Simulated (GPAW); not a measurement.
# Te2Mo (P6_3/mmc) in GPAW: notebook

One crystal, Te2Mo, is run at these levels: LDA, M06-L, BP86; tasks: equation of state, band structure.

Everything below comes from runs of GPAW 26.7.0. Logs are shortened: lines on timing, memory, paths and dates and some standing lists are left out, and cuts for length are marked. The log counts tension as positive stress, the text compression.

**The experiment to reproduce.**

From “Broadband infrared study of pressure-tunable Fano resonance and metallization transition in 2H-MoTe2”, 2022, pmc:9569381, for a bulk crystal of Te2Mo at 300 K: band gap 0.88 ± 0.05 eV (indirect).

The results are compared with them further down.

### Step 1. Starting point

The structure is hexagonal, space group P6_3/mmc (No. 194). The conventional cell has a = 3.518 Å, b = 3.518 Å, c = 13.974 Å, α = 90.00°, β = 90.00°, γ = 120.00°. Te (site symmetry 3m) has 3 Mo at 2.72 Å as nearest neighbours. Around Mo (site symmetry -6m2) lie 6 Te at 2.72 Å.

### Step 2. Equation of state, LDA

The input, run.py:

```python
from ase.eos import EquationOfState
from ase.io import Trajectory, read
from ase.units import GPa
from gpaw import GPAW, PW

atoms = read('Te2Mo.xyz')

traj = Trajectory('eos.traj', 'w')
volumes, energies = [], []
for x in [0.94, 0.96, 0.98, 1.0, 1.02, 1.04, 1.06]:
    a = atoms.copy()
    a.set_cell(atoms.cell * x**(1 / 3), scale_atoms=True)
    calc = GPAW(mode=PW(1600),
                xc='LDA',
                kpts={'size': (5, 5, 2), 'gamma': True},
                occupations={'name': 'fermi-dirac', 'width': 0.05},
                setups='hgh',
                nbands=-20,
                convergence={'density': 1e-05, 'energy': 1e-05},
                maxiter=150,
                txt=f'eos-{x:.2f}.txt')
    a.calc = calc
    energies.append(a.get_potential_energy(force_consistent=True))
    volumes.append(a.get_volume())
    p = -a.get_stress()[:3].mean() / GPa
    calc.write(f'eos-{x:.2f}.gpw')
    traj.write(a)
    print(f'{x:.2f} {volumes[-1]:10.4f} A^3 {energies[-1]:14.6f} eV {p:9.3f} GPa', flush=True)

v0, e0, B = EquationOfState(volumes, energies, eos='birchmurnaghan').fit()
print(f'V0 = {v0:.4f} A^3, E0 = {e0:.6f} eV, B0 = {B / GPa:.2f} GPa')
```

The input, Te2Mo.xyz:

```xyz
6
Lattice="3.5182000000 0.0000000000 0.0000000000 -1.7591000000 3.0468505756 0.0000000000 0.0000000000 0.0000000000 13.9736000000" Properties=species:S:1:pos:R:3 pbc="T T T"
Te     1.7591000002      1.0156168584      5.2959944000
Te    -0.0000000002      2.0312337172     12.2827944000
Te     1.7591000002      1.0156168584      1.6908056000
Te    -0.0000000002      2.0312337172      8.6776056000
Mo     1.7591000002      1.0156168584     10.4802000000
Mo    -0.0000000002      2.0312337172      3.4934000000
```

Potentials or basis: HGH pseudopotentials, pw.

The run is started by

```bash
$ OMP_NUM_THREADS=1 python run.py
```

The program printed:

```text
__  _  _
 | _ |_)|_||  |
 |__||  | ||/\| - 26.7.0

Input parameters:
  mode=PW(ecut=1600.0),
  convergence={'density': 1e-05, 'energy': 1e-05},
  kpts=MonkhorstPack(size=(5, 5, 2), gamma=True),
  maxiter=150,
  nbands=-20,
  occupations=Occupations(name='fermi-dirac', width=0.05),
  setups={'default': 'hgh'},
  xc=XC(name='LDA')

Diagonalizing LCAO Hamiltonian
Converting LCAO to pw mode

        Te

           Mo
        Te

           Te
        Mo

           Te

Atoms  # Å, Bohr magnetons
|   | symbol |         x |        y |         z |    initial magnetic moments |
|---|--------|-----------|----------|-----------|-----------------------------|
| 0 |     Te |  1.723190 | 0.994884 |  5.187883 | ( 0.0000,  0.0000,  0.0000) |
| 1 |     Te | -0.000000 | 1.989768 | 12.032055 | ( 0.0000,  0.0000,  0.0000) |
| 2 |     Te |  1.723190 | 0.994884 |  1.656290 | ( 0.0000,  0.0000,  0.0000) |
| 3 |     Te | -0.000000 | 1.989768 |  8.500462 | ( 0.0000,  0.0000,  0.0000) |
| 4 |     Mo |  1.723190 | 0.994884 | 10.266258 | ( 0.0000,  0.0000,  0.0000) |
| 5 |     Mo | -0.000000 | 1.989768 |  3.422086 | ( 0.0000,  0.0000,  0.0000) |

Unit cell  # Å
| periodic |         x |        y |         z |   lengths |     angles |
|----------|-----------|----------|-----------|-----------|------------|
|      yes |  3.446380 | 0.000000 |  0.000000 |  3.446380 |  90.000000 |
|      yes | -1.723190 | 2.984652 |  0.000000 |  3.446380 |  90.000000 |
|      yes |  0.000000 | 0.000000 | 13.688344 | 13.688344 | 120.000000 |

Number of symmetries: 12
Symmetry operations  # r_c * U_cc + t_c -> r_c
|    | kind |            matrix            |
|----|------|------------------------------|
|  0 |  σ   |  1, 1, 0,  0,-1, 0,  0, 0, 1 |
|  1 |  S6  |  1, 1, 0, -1, 0, 0,  0, 0,-1 |
|  2 |  E   |  1, 0, 0,  0, 1, 0,  0, 0, 1 |
|  3 |  C2  |  1, 0, 0, -1,-1, 0,  0, 0,-1 |
|  4 |  C2  |  0, 1, 0,  1, 0, 0,  0, 0,-1 |
|  5 |  C3  |  0, 1, 0, -1,-1, 0,  0, 0, 1 |
|  6 |  S6  |  0,-1, 0,  1, 1, 0,  0, 0,-1 |
|  7 |  σ   |  0,-1, 0, -1, 0, 0,  0, 0, 1 |
|  8 |  σ   | -1, 0, 0,  1, 1, 0,  0, 0, 1 |
|  9 |  i   | -1, 0, 0,  0,-1, 0,  0, 0,-1 |
| 10 |  C3  | -1,-1, 0,  1, 0, 0,  0, 0, 1 |
| 11 |  C2  | -1,-1, 0,  0, 1, 0,  0, 0,-1 |

BZ-sampling:
  Number of BZ points: 50
  Number of IBZ points: 10

  Monkhorst-Pack size: [5, 5, 2]
  Monkhorst-Pack shift: [0.0, 0.0, 0.25]

K-points  # in reciprocal-cell coordinates
|   |                                coordinates |     weight |
|---|--------------------------------------------|------------|
| 0 | (  0.00000000,   0.00000000,   0.00000000) | 0.02000000 |
| 1 | (  0.00000000,   0.00000000,   0.50000000) | 0.02000000 |
| 2 | (  0.20000000,   0.00000000,   0.00000000) | 0.12000000 |
| 3 | (  0.20000000,   0.00000000,   0.50000000) | 0.12000000 |
| 4 | (  0.40000000,  -0.20000000,   0.00000000) | 0.12000000 |
| 5 | (  0.40000000,  -0.20000000,   0.50000000) | 0.12000000 |
| 6 | (  0.40000000,   0.00000000,   0.00000000) | 0.12000000 |
| 7 | (  0.40000000,   0.00000000,   0.50000000) | 0.12000000 |
| 8 | (  0.40000000,   0.40000000,   0.00000000) | 0.12000000 |
| 9 | (  0.40000000,   0.40000000,   0.50000000) | 0.12000000 |

Plane wave coefficients: 20489
Cutoff: 1600.0 eV

Spin-components: 1 (collinear spins)
Bands:           38
Projectors:      36
Spin-degeneracy: 2
Datatype:        complex128

Parallelization:
  kpt:    1
  domain: 1
  band:   1

Density:
  Valence electrons: 36.0
  Components: 1
  Grid points: [ 32  32 128]
  Charge: 0.0  # |e|

Potential:
  Grid points: [ 32  32 128]

species:
  HGH setup for Te
      Valence Z=6, rloc=0.57500
      Local part coeffs: 9.38709
      Projectors:
          l=0, rc=0.55646
          l=1, rc=0.61526
          l=2, rc=0.80510
      Diagonal coefficients of nonlocal parts:
          l=0:  2.04689, -0.02933, -0.88112
          l=1:  1.03348, -0.48117
          l=2:  0.31741

    LCAO basis set for Te:
      Name: atompaw.sz
      This basis set was not loaded from a file
      Number of radial functions: 2
      Number of spherical harmonics: 4
        l=0, rc=8.9500 Bohr: 1s e=-0.563 f=2.000
        l=1, rc=8.9500 Bohr: 1p e=-0.223 f=4.000
      Number of RI-basis functions 0

  HGH setup for Mo
      Valence Z=6, rloc=0.69900
      Local part coeffs: 7.99587
      Projectors:
          l=0, rc=0.67813
          l=1, rc=0.80077
          l=2, rc=0.45338
      Diagonal coefficients of nonlocal parts:
          l=0:  1.28961,  0.99811
          l=1:  0.30141,  0.74162
          l=2: -2.80971, -6.82095

    LCAO basis set for Mo:
      Name: atompaw.sz
      This basis set was not loaded from a file
      Number of radial functions: 2
      Number of spherical harmonics: 6
        l=0, rc=8.9500 Bohr: 1s e=-0.155 f=1.000
        l=2, rc=8.9500 Bohr: 1d e=-0.140 f=5.000
      Number of RI-basis functions 0

Reference energy: 0.000000  # eV

eigensolver:
  PPCG
  Converge bands: occupied
  niter=2

density mixing:
  MSR1-Mixer
  Pratt-step length: 0.05
  Maximum mixing coefficient: 0.75
  Old densities: 10
  SVD Regularization: 0.005
  Good broyden scale: 1.0
  Trust region scale: 1.0
  Backstep threshold: 4.0
  History deletion threshold: 6.0
  Fourier metric: weight=20.0, sigma=0.015

occupation numbers:
  Fermi-Dirac:
    width: 0.0500  # eV

poisson solver:
  ecut: 12800.0  # eV

xc functional:
  name: None

convergence criteria:
- Maximum integral of absolute [dens]ity change: 1e-05 electrons / valence electron
- Maximum [total energy] change in last 3 cyles: 1e-05 eV / valence electron
- Maximum integral of absolute [eigenst]ate change: 4e-08 eV^2 / valence electron
maximum number of iterations: 150

SCF iterations
|iter     | |      energy | eigst |  dens |
|---------|-|-------------|-------|-------|
|iter:   1| |-1337.703217 | +0.91 |       |
|iter:   2| |-1338.016923 | -0.94 | -1.00 |
|iter:   3| |-1339.281659 | -0.76 | -1.01 |
|iter:   4| |-1339.047522 | -0.95 | -0.98 |
|iter:   5| |-1337.211118 | -1.67 | -0.91 |
|iter:   6| |-1337.257647 | -2.83 | -1.69 |
|iter:   7| |-1337.197347 | -3.35 | -1.80 |
|iter:   8| |-1337.195068 | -4.02 | -2.36 |
|iter:   9| |-1337.195069 | -5.95 | -3.06 |
|iter:  10| |-1337.195069c| -7.34 | -3.76 |
|iter:  11| |-1337.195069c| -7.84c| -4.39 |
|iter:  12| |-1337.195069c| -8.40c| -4.91 |
|iter:  13| |-1337.195069c| -9.04c| -5.61c|

Converged in 13 steps
Energy contributions relative to reference atoms: (reference = 0.000000)

Energy contributions:
  Kinetic:         375.656593
  Coulomb:       -1700.399235
  Zero:            303.481687
  External:          0.000000
  Xc:             -315.934044
  Entropy:          -0.000140
  Spinorbit:         0.000000
  ----------------------------
  Free energy:   -1337.195139
  Extrapolated:  -1337.195069

dipole moment: (0.000000, 0.000000, 0.000000)  # |e|*Ang

Fermi level: 7.058
Eigenvalues  # (at kpt = [0.000, 0.000, 0.000])
| band index |      eig [eV] | occ [0-2] |
|------------|---------------|-----------|
|          0 |        -6.853 |     2.000 |
|        ... |               |           |
|         10 |         4.714 |     2.000 |
|         11 |         5.508 |     2.000 |
|         12 |         5.577 |     2.000 |
|         13 |         5.577 |     2.000 |
|         14 |         5.615 |     2.000 |
|         15 |         5.615 |     2.000 |
[... 8 lines left out ...]
|         24 |        10.451 |     0.000 |
|         25 |        10.451 |     0.000 |
|        ... |               |           |
|         37 |        18.010 |     0.000 |

Gap: 0.644 eV
Transition (v -> c):
  (s=0, k=0, n=17, [0.00, 0.00, 0.00]) -> (s=0, k=4, n=18, [0.40, -0.20, 0.00])
Direct/indirect transitions are different
Direct gap: 1.320 eV
Transition at: (s=0, k=4, n=17, [0.40, -0.20, 0.00])

Stress tensor  # eV/Ang^3
|         x |         y |         z |
|-----------|-----------|-----------|
| -0.031064 |  0.000000 |  0.000000 |
|  0.000000 | -0.031064 |  0.000000 |
|  0.000000 |  0.000000 | -0.036046 |

# Writing to eos-0.94.gpw (mode='')
```

Wall time 18 min (1 thread of Intel Xeon Platinum 8488C (Sapphire Rapids), shared host); peak memory 1.1 GiB.

What came out:

```yaml
Equilibrium_volume: 24.54 Å³/atom
Bulk_modulus_at_fixed_shape_and_positions: 106 GPa
Pressure_derivative_of_the_bulk_modulus: 4.5
```

Energy against volume, from the lowest point:
| volume (Å³/atom) | energy (meV/atom) |
| --- | --- |
| 23.467 | 16.83 |
| 23.966 | 4.60 |
| 24.466 | 0.00 |
| 24.965 | 2.24 |
| 25.464 | 10.59 |
| 25.963 | 24.42 |
| 26.463 | 43.13 |

Caveat: the k mesh is coarse (spacing up to 0.41 Å⁻¹), so the values aren't converged; the cell was scaled at fixed shape and fractional positions, which overstates the stiffness of a crystal with free parameters, most of all of layers and chains; HGH potentials are hard and often keep d shells in the core, so these values are rough. Spin-orbit coupling is left out, which matters for the levels of Te.

### Step 3. Band structure, M06-L, spin-orbit coupling, no magnetisation

The input, run.py:

```python
import numpy as np
from ase.dft.bandgap import bandgap
from ase.io import write
from ase.spacegroup import crystal
from ase.units import GPa
from gpaw import GPAW, PW
from gpaw.spinorbit import soc_eigenstates

# Te 4f
# Mo 2c
atoms = crystal(['Te', 'Mo'],
                basis=[[0.6666666667, 0.3333333333, 0.379],
                       [0.6666666667, 0.3333333333, 0.75]],
                spacegroup=194, setting=1,  # P6_3/mmc
                cellpar=[3.5182, 3.5182, 13.9736, 90.0, 90.0, 120.0],
                primitive_cell=True)

calc = GPAW(mode=PW(600),
            xc='M06-L',
            kpts={'size': (5, 5, 2), 'gamma': True},
            occupations={'name': 'fermi-dirac', 'width': 0.05},
            nbands=46,
            convergence={'density': 1e-05, 'energy': 1e-05},
            maxiter=150,
            txt='gpaw.txt')
atoms.calc = calc
energy = atoms.get_potential_energy()
forces = atoms.get_forces()
stress = atoms.get_stress()
calc.write('gs.gpw')
write('result.traj', atoms)
print(f'Energy: {energy:.6f} eV')
print('Forces (eV/A):')
print(forces.round(4))
print('Stress (GPa):', (stress / GPa).round(3))
print('Fermi level:', round(calc.get_fermi_level(), 4), 'eV')
print(f'Gap: {bandgap(calc)[0]:.4f} eV, direct: {bandgap(calc, direct=True)[0]:.4f} eV')

path = atoms.cell.bandpath('GMKGALHA,LM,KH', npoints=60, eps=1e-4)
bs_calc = calc.fixed_density(kpts=path, symmetry='off', nbands=73,
                             convergence={'bands': 'CBM+6.0', 'eigenstates': 1e-6}, txt='bands.txt')
bs = bs_calc.band_structure()
bs.write('bs.json')
print(f'Gap on the path: {bandgap(bs_calc)[0]:.4f} eV')

soc = soc_eigenstates(bs_calc, theta=90, phi=0, ignore_xc_potential=True)
np.savetxt('soc_bands.dat', soc.eigenvalues(), fmt='%.4f')
mesh = soc_eigenstates('gs.gpw', theta=90, phi=0, ignore_xc_potential=True)
np.savetxt('soc_mesh.dat', mesh.eigenvalues(), fmt='%.4f')
print('Fermi level with spin-orbit coupling:', round(mesh.fermi_level, 4), 'eV')
```

Potentials or basis: GPAW PAW data sets (gpaw-data 1.2.1), pw.

The run is started by

```bash
$ OMP_NUM_THREADS=1 python run.py
```

gpaw.txt:

```text
__  _  _
 | _ |_)|_||  |
 |__||  | ||/\| - 26.7.0

Input parameters:
  mode=PW(ecut=600.0),
  convergence={'density': 1e-05, 'energy': 1e-05},
  kpts=MonkhorstPack(size=(5, 5, 2), gamma=True),
  maxiter=150,
  nbands=46,
  occupations=Occupations(name='fermi-dirac', width=0.05),
  xc=XC(name='M06-L')

Diagonalizing LCAO Hamiltonian
Converting LCAO to pw mode

        Te

           Mo

        Te

           Te

        Mo

           Te

Atoms  # Å, Bohr magnetons
|   | symbol |         x |        y |         z |    initial magnetic moments |
|---|--------|-----------|----------|-----------|-----------------------------|
| 0 |     Te |  1.759100 | 1.015617 |  5.295994 | ( 0.0000,  0.0000,  0.0000) |
| 1 |     Te | -0.000000 | 2.031234 | 12.282794 | ( 0.0000,  0.0000,  0.0000) |
| 2 |     Te | -0.000000 | 2.031234 |  8.677606 | ( 0.0000,  0.0000,  0.0000) |
| 3 |     Te |  1.759100 | 1.015617 |  1.690806 | ( 0.0000,  0.0000,  0.0000) |
[... 196 lines left out ...]
  Entropy:          -0.000110
  Spinorbit:         0.000000
  ----------------------------
  Free energy:     -92.861551
  Extrapolated:    -92.861496

dipole moment: (-0.000099, -0.000172, -0.000789)  # |e|*Ang

Fermi level: 8.592
Eigenvalues  # (at kpt = [0.000, 0.000, 0.000])
| band index |      eig [eV] | occ [0-2] |
|------------|---------------|-----------|
|          0 |       -54.995 |     2.000 |
|        ... |               |           |
|         18 |         6.423 |     2.000 |
|         19 |         7.169 |     2.000 |
|         20 |         7.279 |     2.000 |
|         21 |         7.279 |     2.000 |
|         22 |         7.314 |     2.000 |
|         23 |         7.314 |     2.000 |
[... 8 lines left out ...]
|         32 |        11.780 |     0.000 |
|         33 |        11.780 |     0.000 |
|        ... |               |           |
|         45 |        18.847 |     0.000 |

Gap: 0.673 eV
Transition (v -> c):
  (s=0, k=0, n=25, [0.00, 0.00, 0.00]) -> (s=0, k=4, n=26, [0.40, -0.20, 0.00])
Direct/indirect transitions are different
Direct gap: 1.276 eV
Transition at: (s=0, k=4, n=25, [0.40, -0.20, 0.00])

Forces  # eV/Ang
|        x |        y |        z |
|----------|----------|----------|
|  0.00000 |  0.00000 |  0.25779 |  # Te   0
|  0.00000 | -0.00000 |  0.25787 |  # Te   1
| -0.00000 | -0.00000 | -0.25779 |  # Te   2
| -0.00000 |  0.00000 | -0.25787 |  # Te   3
| -0.00000 |  0.00000 | -0.00020 |  # Mo   4
|  0.00000 |  0.00000 |  0.00020 |  # Mo   5

Stress tensor  # eV/Ang^3
|        x |         y |         z |
|----------|-----------|-----------|
| 0.006816 | -0.000000 |  0.000000 |
| 0.000000 |  0.006816 | -0.000000 |
| 0.000000 | -0.000000 | -0.024987 |

# Writing to gs.gpw (mode='')
```

stdout:

```text
Energy: -92.861496 eV
Forces (eV/A):
[[ 0.000e+00  0.000e+00  2.578e-01]
 [ 0.000e+00 -0.000e+00  2.579e-01]
 [-0.000e+00 -0.000e+00 -2.578e-01]
 [-0.000e+00  0.000e+00 -2.579e-01]
 [-0.000e+00  0.000e+00 -2.000e-04]
 [ 0.000e+00  0.000e+00  2.000e-04]]
Stress (GPa): [ 1.092  1.092 -4.003 -0.     0.    -0.   ]
Fermi level: 8.5921 eV
Gap: 0.6728 eV, direct: 1.2761 eV
Gap on the path: 0.6995 eV
Fermi level with spin-orbit coupling: 8.6103 eV
```

Wall time 8.1 min (1 thread of Intel Xeon Platinum 8488C (Sapphire Rapids), shared host); peak memory 0.9 GiB.

What came out:

```
Free energy             : -92.8616 eV
Pressure                : 0.6 GPa
Largest force           : 0.258 eV/Å
Band gap on the k mesh  : 0.66 eV, indirect (least direct gap 1.20 eV)
Band gap along the path : 0.68 eV, indirect (least direct gap 0.96 eV)
```

Forces on the atoms (eV/Å):
```
Te   0.000  0.000  0.258
Te   0.000  0.000  0.258
Te   0.000  0.000 -0.258
Te   0.000  0.000 -0.258
Mo   0.000  0.000  0.000
Mo   0.000  0.000  0.000
```

Stress tensor (GPa, compression positive):
```
-1.09  0.00  0.00
 0.00 -1.09  0.00
 0.00  0.00  4.00
```

Levels at the corners of the path, in eV from the valence-band top:
```tsv
point	band 48	band 49	band 50	band 51	band 52	band 53	band 54	band 55	band 56	band 57
Γ	-0.88	-0.40	-0.40	0.00	0.00	2.63	2.63	2.76	2.76	2.90
M	-1.10	-0.60	-0.60	-0.36	-0.36	1.26	1.26	1.31	1.31	1.40
K	-1.82	-0.43	-0.43	-0.07	-0.07	0.90	0.90	0.92	0.92	1.09
Γ	-0.88	-0.40	-0.40	0.00	0.00	2.63	2.63	2.76	2.76	2.90
A	-0.89	-0.10	-0.10	-0.10	-0.10	2.67	2.67	2.67	2.68	3.06
L	-1.12	-0.49	-0.49	-0.49	-0.49	1.28	1.28	1.28	1.28	1.60
H	-1.99	-0.39	-0.39	-0.18	-0.18	0.90	0.90	0.95	0.95	1.57
A	-0.89	-0.10	-0.10	-0.10	-0.10	2.67	2.67	2.67	2.68	3.06
L	-1.12	-0.49	-0.49	-0.49	-0.49	1.28	1.28	1.28	1.28	1.60
M	-1.10	-0.60	-0.60	-0.36	-0.36	1.26	1.26	1.31	1.31	1.40
K	-1.82	-0.43	-0.43	-0.07	-0.07	0.90	0.90	0.92	0.92	1.09
H	-1.99	-0.39	-0.39	-0.18	-0.18	0.90	0.90	0.95	0.95	1.57
```

Caveat: the k mesh is coarse; spin-orbit coupling was added after a scalar SCF, so levels and gaps hold it while energy, forces, pressure and moments don't; this program's spin-orbit splittings come out too wide for heavy elements; the PAW data sets were made with another functional, which shifts forces and pressure a little.

### Step 4. Band structure, LDA, spin-orbit coupling, no magnetisation

run.py: that of step 3 with these lines changed.

```diff
@@ -18,3 +18,3 @@
 calc = GPAW(mode=PW(600),
-            xc='M06-L',
+            xc='LDA',
             kpts={'size': (5, 5, 2), 'gamma': True},
@@ -38,3 +38,3 @@
 
-path = atoms.cell.bandpath('GMKGALHA,LM,KH', npoints=60, eps=1e-4)
+path = atoms.cell.bandpath('GMKGALHA,LM,KH', npoints=80, eps=1e-4)
 bs_calc = calc.fixed_density(kpts=path, symmetry='off', nbands=73,
@@ -45,5 +45,5 @@
 
-soc = soc_eigenstates(bs_calc, theta=90, phi=0, ignore_xc_potential=True)
+soc = soc_eigenstates(bs_calc, theta=90, phi=45)
 np.savetxt('soc_bands.dat', soc.eigenvalues(), fmt='%.4f')
-mesh = soc_eigenstates('gs.gpw', theta=90, phi=0, ignore_xc_potential=True)
+mesh = soc_eigenstates('gs.gpw', theta=90, phi=45)
 np.savetxt('soc_mesh.dat', mesh.eigenvalues(), fmt='%.4f')
```

Potentials or basis: the program's PAW data sets (release 1.2.1) made for this functional, pw.

The run is started by

```bash
$ OMP_NUM_THREADS=1 python run.py
```

It took 3.4 min on 1 thread of Intel Xeon Platinum 8488C (Sapphire Rapids), shared host; peak memory 0.93 GiB.

Results (log left out):

| Item | Value |
| --- | --- |
| Free energy | -42.3926 eV |
| Pressure | -3.8 GPa |
| Largest force | 0.391 eV/Å |
| Band gap on the k mesh | 0.66 eV, indirect (least direct gap 1.19 eV) |
| Band gap along the path | 0.66 eV, indirect (least direct gap 0.95 eV) |

Forces on the atoms (eV/Å):
```
Te   0.000  0.000 -0.391
Te   0.000  0.000 -0.391
Te   0.000  0.000  0.391
Te   0.000  0.000  0.391
Mo   0.000  0.000  0.000
Mo   0.000  0.000  0.000
```

Stress tensor (GPa, compression positive):
```
-3.70  0.00  0.00
 0.00 -3.70  0.00
 0.00  0.00 -4.03
```

Levels at the corners of the path, in eV from the valence-band top:
```csv
point,band 49,band 50,band 51,band 52,band 53,band 54,band 55,band 56
Γ,-0.37,-0.37,0.00,0.00,2.48,2.48,2.61,2.61
M,-0.58,-0.58,-0.33,-0.33,1.20,1.20,1.26,1.26
K,-0.38,-0.38,-0.06,-0.06,0.89,0.89,0.92,0.92
Γ,-0.37,-0.37,0.00,0.00,2.48,2.48,2.61,2.61
A,-0.09,-0.09,-0.09,-0.09,2.52,2.52,2.52,2.52
L,-0.46,-0.46,-0.46,-0.46,1.23,1.23,1.23,1.23
H,-0.35,-0.35,-0.14,-0.14,0.89,0.89,0.94,0.94
A,-0.09,-0.09,-0.09,-0.09,2.52,2.52,2.52,2.52
L,-0.46,-0.46,-0.46,-0.46,1.23,1.23,1.23,1.23
M,-0.58,-0.58,-0.33,-0.33,1.20,1.20,1.26,1.26
K,-0.38,-0.38,-0.06,-0.06,0.89,0.89,0.92,0.92
H,-0.35,-0.35,-0.14,-0.14,0.89,0.89,0.94,0.94
```

Caveat: the k mesh is coarse; spin-orbit coupling was added after a scalar SCF, so levels and gaps hold it while energy, forces, pressure and moments don't; this program's spin-orbit splittings come out too wide for heavy elements.

(Part 1 of 2 ends here.)
